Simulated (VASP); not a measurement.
# Al (Fm-3m) in VASP: further runs, part 2 of 2

VASP 6.6.1.

## Step 5: Single point, LDA (grid = ENCUT=300 dk=0.35 cell=3x3x2 ISMEAR=1 SIGMA=0.1 LREAL=Auto EDIFF=1e-06)

Contents of INCAR:

```
PREC = Accurate
ENCUT = 300
EDIFF = 1E-6
ISMEAR = 1
SIGMA = 0.1
LREAL = Auto
LASPH = T
NELM = 120
ALGO = Fast
ISIF = 2
LWAVE = F
LCHARG = F
NBANDS = 49
```

Contents of KPOINTS:

```
Automatic mesh
0
Gamma
  3 3 4
```

Contents of POSCAR:

```
Al17Cu
1.0
    0.0000000000      6.0744150000      6.0744150000
    6.0744150000      0.0000000000      6.0744150000
    4.0496100000      4.0496100000      0.0000000000
Cu Al
1 17
Direct
    0.0000000000      0.0000000000      0.0000000000
    0.0000000000      0.0000000000      0.5000000000
    0.0000000000      0.3333333333      0.0000000000
    0.0000000000      0.3333333333      0.5000000000
    0.0000000000      0.6666666667      0.0000000000
    0.0000000000      0.6666666667      0.5000000000
    0.3333333333      0.0000000000      0.0000000000
    0.3333333333      0.0000000000      0.5000000000
    0.3333333333      0.3333333333      0.0000000000
    0.3333333333      0.3333333333      0.5000000000
    0.3333333333      0.6666666667      0.0000000000
    0.3333333333      0.6666666667      0.5000000000
    0.6666666667      0.0000000000      0.0000000000
    0.6666666667      0.0000000000      0.5000000000
    0.6666666667      0.3333333333      0.0000000000
    0.6666666667      0.3333333333      0.5000000000
    0.6666666667      0.6666666667      0.0000000000
    0.6666666667      0.6666666667      0.5000000000
```

Potentials or basis: VASP PAW LDA potentials, release 64 (Cu, Al).

Launch:

```sh
cat potpaw_LDA.64/Cu/POTCAR potpaw_LDA.64/Al/POTCAR > POTCAR
mpirun -np 1 vasp_std > vasp.out
```

OUTCAR:

```text
PREC = Accurate
   ENCUT = 300
   EDIFF = 1E-6
   ISMEAR = 1
   LREAL = Auto
   LASPH = T
   NELM = 120
   ISIF = 2

 Found     14 irreducible k-points:

 Following reciprocal coordinates:
            Coordinates               Weight
  0.000000  0.000000  0.000000      1.000000
  0.333333  0.000000  0.000000      4.000000
  0.333333  0.333333  0.000000      2.000000
 -0.333333  0.333333  0.000000      2.000000
  0.000000  0.000000  0.250000      2.000000
  0.333333  0.000000  0.250000      4.000000
   k-points           NKPTS =     14   k-points in BZ     NKDIM =     14   number of bands    NBANDS=     49
   number of dos      NEDOS =    301   number of ions     NIONS =     18
   total plane-waves  NPLWV =  80000
   dimension x,y,z NGX =    50 NGY =   50 NGZ =   32
   dimension x,y,z NGXF=   100 NGYF=  100 NGZF=   64
   ions per type =               1  17
   NGX,Y,Z   is equivalent  to a cutoff of   9.68,  9.68,  9.29 a.u.
   NGXF,Y,Z  is equivalent  to a cutoff of  19.35, 19.35, 18.58 a.u.
 SYSTEM =  unknown system
   PREC   = accura    normal or accurate (medium, high low for compatibility)
   ISTART =      0    job   : 0-new  1-cont  2-samecut
   ICHARG =      2    charge: 1-file 2-atom 10-const
   ISPIN  =      1    spin polarized calculation?
   LNONCOLLINEAR =      F non collinear calculations
   LSORBIT =      F    spin-orbit coupling
   LASPH  =      T    aspherical Exc in radial PAW
   ENCUT  =  300.0 eV  22.05 Ry    4.70 a.u.  12.13 12.13  8.09*2*pi/ulx,y,z
   NELM   =    120;   NELMIN=  2; NELMDL= -5     # of ELM steps
   EDIFF  = 0.1E-05   stopping-criterion for ELM
   LREAL  =      T    real-space projection
   EDIFFG = 0.1E-04   stopping-criterion for IOM
   NSW    =      0    number of steps for IOM
[... 5 lines left out ...]
   TEBEG  =    0.0;   TEEND  =   0.0 temperature during run
   PSTRESS=    0.0 pullay stress
   NELECT =      62.0000    total number of electrons
   NUPDOWN=      -1.0000    fix difference up-down
   EMIN   =  10.00;   EMAX   =-10.00  energy-range for DOS
   EFERMI =   0.00;   METHOD = LEGACY
   ISMEAR =     1;   SIGMA  =   0.10  broadening in eV -4-tet -1-fermi 0-gaus
   EFERMI_NEDOS =   21; number of points for ismear=-14 and -15
   IALGO  =     68    algorithm
   IMIX   =      4    mixing-type and parameters
     AMIX     =   0.40;   BMIX     =  1.00
     AMIX_MAG =   1.60;   BMIX_MAG =  1.00
  volume/ion in A,a.u.               =      16.60       112.04
  Fermi-wavevector in a.u.,A,eV,Ry     =   0.969143  1.831415 12.779120  0.939239
  Thomas-Fermi vector in A             =   2.099171
   LORBIT       =      0    0 simple, 1 ext, 2 COOP (PROOUT), +10 PAW based schemes
   GGA     = CA    functional components
   LHFCALC =     F    Hartree Fock is set to
   AEXX    =    0.0000 exact exchange contribution
   IVDW    =     0    specifies the selected vdW correction
   LEPSILON=     F    determine dielectric tensor
   LRPA    =     F    only Hartree local field effects (RPA)
 non-spin polarized calculation
 RMM-DIIS sequential band-by-band and
 Methfessel and Paxton  Order N= 1 SIGMA  =   0.10
  energy-cutoff  :      300.00
  volume of cell :      298.85
 maximum number of plane-waves:      3544
 NGX is ok and might be reduce to    50
   NGX = 25   NGY = 25   NGZ = 17

 number of electron      62.0000021 magnetization

 Free energy of the ion-electron system (eV)
  ---------------------------------------------------
  ext. energy  EPLUGINS =         0.00000000
  ---------------------------------------------------
  free energy    TOTEN  =       -75.34186478 eV

  energy without entropy =      -75.33517588  energy(sigma->0) =      -75.33963514

 E-fermi :   7.5826     XC(G=0): -10.3735

 val. band max:        7.5374016671   @ k =   0.3333   0.0000   0.2500
 cond. band min:       7.5933364120   @ k =   0.3333   0.0000   0.5000
 fundamental gap:      0.0559347449
 Fermi energy:         7.5826364238

 k-point     1 :       0.0000    0.0000    0.0000
  band No.  band energies     occupation
      1      -3.3738      2.00000
      2      -0.5197      2.00000
      3      -0.4641      2.00000
      4      -0.3871      2.00000
      5      -0.2625      2.00000
      6       0.5845      2.00000
[... 35 lines left out ...]
     42       9.2322     -0.00000
     43       9.4020     -0.00000
[... 189 lines left out ...]
      3      -1.0932      2.00000
      4      -0.3689      2.00000
      5       0.2319      2.00000
      6       0.8746      2.00000
[... 35 lines left out ...]
     42      10.4705      0.00000
     43      10.5069      0.00000

 [... further k-points ...]

 [bands above 43 left out]

------------------------ aborting loop because EDIFF is reached ----------------------------------------

  FORCE on cell =-STRESS in cart. coord.  units (eV):
  Direction    XX          YY          ZZ          XY          YZ          ZX
  --------------------------------------------------------------------------------------
  -------------------------------------------------------------------------------------
  Total       -7.7890076     -7.7890076    -15.4929273      2.1466114     -0.4671563     -0.4671563
  in kB      -41.7580871    -41.7580871    -83.0600046     11.5083192     -2.5044978     -2.5044977
  external PRESSURE =     -55.5253929 kB  Pullay stress =       0.0000000 kB

 VOLUME and BASIS-vectors are now :
 -----------------------------------------------------------------------------
  energy-cutoff  :      300.00
  volume of cell :      298.85
      direct lattice vectors                 reciprocal lattice vectors
     0.000000000  6.074415000  6.074415000    -0.082312453  0.082312453  0.082312453
     6.074415000  0.000000000  6.074415000     0.082312453 -0.082312453  0.082312453
     4.049610000  4.049610000  0.000000000     0.123468680  0.123468680 -0.123468680

 POSITION                                       TOTAL-FORCE (eV/Angst)
 -----------------------------------------------------------------------------------
      0.00000      0.00000      0.00000         0.000000      0.000000     -0.000000
      2.02481      2.02481      0.00000         0.000000      0.000000     -0.000000
      2.02480      0.00000      2.02480        -0.176313      0.006908     -0.184660
      4.04961      2.02481      2.02480         0.024742      0.184777     -0.176264
      4.04961      0.00000      4.04961         0.176313     -0.006908      0.184660
      6.07442      2.02481      4.04961        -0.024742     -0.184777      0.176264
[... 10 lines left out ...]
      4.04961      4.04961      8.09922         0.013889      0.013889      0.060719
      6.07442      6.07442      8.09922         0.009012      0.009012      0.004237
 -----------------------------------------------------------------------------------
    total drift:                                0.000000      0.000000      0.000000

  FREE ENERGIE OF THE ION-ELECTRON SYSTEM (eV)
  ---------------------------------------------------
  free  energy   TOTEN  =       -75.3418647762 eV

  energy  without entropy=      -75.3351758785  energy(sigma->0) =      -75.33963514
```

OSZICAR:

```text
N       E                     dE             d eps       ncg     rms          rms(c)
DAV:   1     0.110247362402E+03    0.11025E+03   -0.15031E+04  1372   0.681E+02
DAV:   2    -0.662405304094E+02   -0.17649E+03   -0.15658E+03  1418   0.140E+02
[... 13 lines left out ...]
RMM:  16    -0.753420394714E+02   -0.13870E-03   -0.47396E-04  1616   0.914E-02    0.614E-02
RMM:  17    -0.753419296017E+02    0.10987E-03   -0.71165E-04  1891   0.109E-01    0.639E-02
RMM:  18    -0.753418875607E+02    0.42041E-04   -0.63047E-05  1646   0.539E-02    0.334E-02
RMM:  19    -0.753418642335E+02    0.23327E-04   -0.69161E-05  1709   0.347E-02    0.521E-03
RMM:  20    -0.753418669632E+02   -0.27296E-05   -0.24503E-05  1547   0.200E-02    0.104E-02
RMM:  21    -0.753418650703E+02    0.18929E-05   -0.28729E-06  1283   0.126E-02    0.447E-03
RMM:  22    -0.753418647762E+02    0.29404E-06   -0.10730E-06  1039   0.499E-03
   1 F= -.75341865E+02 E0= -.75339635E+02  d E =-.668890E-02
```

Run time: 91 s. Hardware: 1 thread of Intel Xeon 6975P-C (Granite Rapids), shared host; peak memory 0.24 GiB.

These settings aren't checked as converged: the numbers below hold their error.

What came out:

* Free energy: -75.3419 eV
* Largest force: 0.340 eV/Å
* Band gap on the k mesh: none (metal or under the smearing width)

Caveat: the cutoff is under 1.25 times the usual one of these potentials, so pressure, stress and relaxed cells hold a basis-set (Pulay) error.

## Step 6: Single point, LDA (grid = ENCUT=350 dk=0.35 cell=3x3x2 ISMEAR=1 SIGMA=0.1 LREAL=Auto EDIFF=1e-06)

Changes to INCAR since step 5:

```diff
@@ -1,3 +1,3 @@
 PREC = Accurate
-ENCUT = 300
+ENCUT = 350
 EDIFF = 1E-6
```

KPOINTS is that of step 5.

POSCAR is that of step 5.

Potentials or basis: VASP PAW LDA potentials, release 64 (Cu, Al).

Launch:

```sh
cat potpaw_LDA.64/Cu/POTCAR potpaw_LDA.64/Al/POTCAR > POTCAR
mpirun -np 1 vasp_std > vasp.out
```

OUTCAR:

```text
PREC = Accurate
   ENCUT = 350
   EDIFF = 1E-6
   ISMEAR = 1
   LREAL = Auto
   LASPH = T
   NELM = 120
   ISIF = 2

 Found     14 irreducible k-points:

 Following reciprocal coordinates:
            Coordinates               Weight
  0.000000  0.000000  0.000000      1.000000
  0.333333  0.000000  0.000000      4.000000
  0.333333  0.333333  0.000000      2.000000
 -0.333333  0.333333  0.000000      2.000000
  0.000000  0.000000  0.250000      2.000000
  0.333333  0.000000  0.250000      4.000000
   k-points           NKPTS =     14   k-points in BZ     NKDIM =     14   number of bands    NBANDS=     49
   number of dos      NEDOS =    301   number of ions     NIONS =     18
   total plane-waves  NPLWV = 104976
   dimension x,y,z NGX =    54 NGY =   54 NGZ =   36
   dimension x,y,z NGXF=   108 NGYF=  108 NGZF=   72
   ions per type =               1  17
   NGX,Y,Z   is equivalent  to a cutoff of  10.45, 10.45, 10.45 a.u.
   NGXF,Y,Z  is equivalent  to a cutoff of  20.90, 20.90, 20.90 a.u.
 SYSTEM =  unknown system
   PREC   = accura    normal or accurate (medium, high low for compatibility)
   ISTART =      0    job   : 0-new  1-cont  2-samecut
   ICHARG =      2    charge: 1-file 2-atom 10-const
   ISPIN  =      1    spin polarized calculation?
   LNONCOLLINEAR =      F non collinear calculations
   LSORBIT =      F    spin-orbit coupling
   LASPH  =      T    aspherical Exc in radial PAW
   ENCUT  =  350.0 eV  25.72 Ry    5.07 a.u.  13.10 13.10  8.74*2*pi/ulx,y,z
   NELM   =    120;   NELMIN=  2; NELMDL= -5     # of ELM steps
   EDIFF  = 0.1E-05   stopping-criterion for ELM
   LREAL  =      T    real-space projection
   EDIFFG = 0.1E-04   stopping-criterion for IOM
   NSW    =      0    number of steps for IOM
[... 5 lines left out ...]
   TEBEG  =    0.0;   TEEND  =   0.0 temperature during run
   PSTRESS=    0.0 pullay stress
   NELECT =      62.0000    total number of electrons
   NUPDOWN=      -1.0000    fix difference up-down
   EMIN   =  10.00;   EMAX   =-10.00  energy-range for DOS
   EFERMI =   0.00;   METHOD = LEGACY
   ISMEAR =     1;   SIGMA  =   0.10  broadening in eV -4-tet -1-fermi 0-gaus
   EFERMI_NEDOS =   21; number of points for ismear=-14 and -15
   IALGO  =     68    algorithm
   IMIX   =      4    mixing-type and parameters
     AMIX     =   0.40;   BMIX     =  1.00
     AMIX_MAG =   1.60;   BMIX_MAG =  1.00
  volume/ion in A,a.u.               =      16.60       112.04
  Fermi-wavevector in a.u.,A,eV,Ry     =   0.969143  1.831415 12.779120  0.939239
  Thomas-Fermi vector in A             =   2.099171
   LORBIT       =      0    0 simple, 1 ext, 2 COOP (PROOUT), +10 PAW based schemes
   GGA     = CA    functional components
   LHFCALC =     F    Hartree Fock is set to
   AEXX    =    0.0000 exact exchange contribution
   IVDW    =     0    specifies the selected vdW correction
   LEPSILON=     F    determine dielectric tensor
   LRPA    =     F    only Hartree local field effects (RPA)
 non-spin polarized calculation
 RMM-DIIS sequential band-by-band and
 Methfessel and Paxton  Order N= 1 SIGMA  =   0.10
  energy-cutoff  :      350.00
  volume of cell :      298.85
 maximum number of plane-waves:      4459
 NGX is ok and might be reduce to    54
   NGX = 27   NGY = 27   NGZ = 17

 number of electron      61.9999974 magnetization

 Free energy of the ion-electron system (eV)
  ---------------------------------------------------
  ext. energy  EPLUGINS =         0.00000000
  ---------------------------------------------------
  free energy    TOTEN  =       -75.38678617 eV

  energy without entropy =      -75.38005931  energy(sigma->0) =      -75.38454388

 E-fermi :   7.5809     XC(G=0): -10.3736

 val. band max:        7.5361539416   @ k =   0.3333   0.0000   0.2500
 cond. band min:       7.5916270740   @ k =   0.3333   0.0000   0.5000
 fundamental gap:      0.0554731324
 Fermi energy:         7.5809158244

 k-point     1 :       0.0000    0.0000    0.0000
  band No.  band energies     occupation
      1      -3.3742      2.00000
      2      -0.5201      2.00000
      3      -0.4645      2.00000
      4      -0.3876      2.00000
      5      -0.2632      2.00000
      6       0.5837      2.00000
[... 35 lines left out ...]
     42       9.2298     -0.00000
     43       9.4007     -0.00000
[... 189 lines left out ...]
      3      -1.0937      2.00000
      4      -0.3695      2.00000
      5       0.2311      2.00000
      6       0.8738      2.00000
[... 35 lines left out ...]
     42      10.4677      0.00000
     43      10.5043      0.00000

 [... further k-points ...]

 [bands above 43 left out]

------------------------ aborting loop because EDIFF is reached ----------------------------------------

  FORCE on cell =-STRESS in cart. coord.  units (eV):
  Direction    XX          YY          ZZ          XY          YZ          ZX
  --------------------------------------------------------------------------------------
  -------------------------------------------------------------------------------------
  Total       -7.7015602     -7.7015602    -15.4044617      2.1512074     -0.4671138     -0.4671138
  in kB      -41.2892681    -41.2892681    -82.5857269     11.5329589     -2.5042700     -2.5042699
  external PRESSURE =     -55.0547544 kB  Pullay stress =       0.0000000 kB

 VOLUME and BASIS-vectors are now :
 -----------------------------------------------------------------------------
  energy-cutoff  :      350.00
  volume of cell :      298.85
      direct lattice vectors                 reciprocal lattice vectors
     0.000000000  6.074415000  6.074415000    -0.082312453  0.082312453  0.082312453
     6.074415000  0.000000000  6.074415000     0.082312453 -0.082312453  0.082312453
     4.049610000  4.049610000  0.000000000     0.123468680  0.123468680 -0.123468680

 POSITION                                       TOTAL-FORCE (eV/Angst)
 -----------------------------------------------------------------------------------
      0.00000      0.00000      0.00000        -0.000000      0.000000     -0.000000
      2.02481      2.02481      0.00000        -0.000000      0.000000     -0.000000
      2.02480      0.00000      2.02480        -0.175859      0.006851     -0.186084
      4.04961      2.02481      2.02480         0.024581      0.184185     -0.177638
      4.04961      0.00000      4.04961         0.175859     -0.006851      0.186084
      6.07442      2.02481      4.04961        -0.024581     -0.184185      0.177638
[... 10 lines left out ...]
      4.04961      4.04961      8.09922         0.013572      0.013572      0.061830
      6.07442      6.07442      8.09922         0.008486      0.008486      0.005216
 -----------------------------------------------------------------------------------
    total drift:                               -0.000000      0.000000      0.000000

  FREE ENERGIE OF THE ION-ELECTRON SYSTEM (eV)
  ---------------------------------------------------
  free  energy   TOTEN  =       -75.3867861691 eV

  energy  without entropy=      -75.3800593140  energy(sigma->0) =      -75.38454388
```

stdout:

```text
POSCAR found type information on POSCAR CuAl
 POSCAR found :  2 types and      18 ions
 scaLAPACK will be used
 LDA part: xc-table for (Slater(with rela. corr.)+CA(PZ))
 , standard interpolation
 POSCAR, INCAR and KPOINTS ok, starting setup
 FFT: planning ... GRIDC
 FFT: planning ... GRID_SOFT
 FFT: planning ... GRID
 WAVECAR not read
 entering main loop
```

It took 1.8 min on 1 thread of Intel Xeon 6975P-C (Granite Rapids), shared host; peak memory 0.27 GiB.

The run converged, but some of its settings lie outside the range that counts as converged, so its numbers aren't taken as properties of the crystal.

What came out:

```yaml
Free_energy: -75.3868 eV
Pressure: -5.5 GPa
Largest_force: 0.339 eV/Å
Band_gap_on_the_k_mesh: none (metal or under the smearing width)
```

Caveat: the cutoff is under 1.25 times the usual one of these potentials, so pressure, stress and relaxed cells hold a basis-set (Pulay) error.

## Step 7: The reference run

An earlier run on the cell as given: functional PBE; potentials or basis VASP PAW PBE potentials, release 64 (Al); cutoff 520 eV; k mesh 11 × 11 × 11; occupations fermi-dirac, width 0.05 eV; no spin polarisation.

- Pressure: -0.5 GPa
- Band gap on the k mesh: none (metal or under the smearing width)
